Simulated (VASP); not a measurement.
Input of a VASP 6.6.1 run:

The input INCAR:

```
SYSTEM = Cd
ALGO = Fast
EDIFF = 1E-6
ENCUT = 520
GGA = PS
ISIF = 2
ISMEAR = 0
LASPH = .TRUE.
LCHARG = .TRUE.
LELF = .TRUE.
LREAL = .FALSE.
LVHAR = .TRUE.
LWAVE = .FALSE.
NBANDS = 12
NELM = 100
PREC = Accurate
SIGMA = 0.15
```

KPOINTS

```
k-points
0
G
  18 18 18
  0 0 0
```

File POSCAR:

```
Cd
1.0
   -1.7843220000      1.6504978500      1.6504978500
    1.7843220000     -1.9181461500      1.9181461500
    1.7843220000      1.9181461500     -1.9181461500
Cd
1
Direct
    0.0000000000      0.0000000000      0.0000000000
```

Potentials or basis: VASP PAW PBE potentials, release 64 (Cd).

The run is started by

```bash
$ cat potpaw_PBE.64/Cd/POTCAR > POTCAR
$ mpirun -np 1 vasp_std > vasp.out
```

(1) Predict the pressure.

(2) What does it give for the band gap on the k mesh?

Answers

(1) -1.6 GPa.

(2) none (metal or under the smearing width).

Caveat: the PAW data sets were made with another functional, which shifts forces and pressure a little.
